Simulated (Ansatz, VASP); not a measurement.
## Ba in VASP and in Ansatz

```
Ba
1.0
    -2.45193    2.45193    2.38014
     2.45193   -2.45193    2.38014
     2.45193    2.45193   -2.38014
Ba
1
Direct
  0.00000 0.00000 0.00000
```

Alike in both runs: functional PBEsol; k mesh 8 × 8 × 8; occupations gaussian, width 0.1 eV; no spin polarisation.

Ansatz relaxed the structure, and its values are those at the end. VASP's run is a single point on that final structure, the one shown.

|  | VASP | Ansatz |
| --- | --- | --- |
| version | VASP 6.6.1 | Ansatz 0.2.0 |
| potentials or method | VASP PAW PBE potentials, release 64 (Ba_sv) | scalar-relativistic, plane waves, PAW |
| plane-wave cutoff (eV) | 520 | 420 |
| valence electrons in the cell | 10 | 10 |

Ansatz gave:

| Quantity | Value |
| --- | --- |
| gap on the k mesh at the Fermi level (eV) | none |
| pressure (GPa) | 0.1 |

**Question.** Estimate VASP's values.

**Answer.** gap on the k mesh at the Fermi level (eV): none; pressure (GPa): 0.2.

A gap of «none» marks a metal or a gap that the smearing closes.

Caveats: the PAW data sets were made with another functional, which shifts forces and pressure a little (VASP). The runs have no spin-orbit coupling, so splittings on Ba are missing.
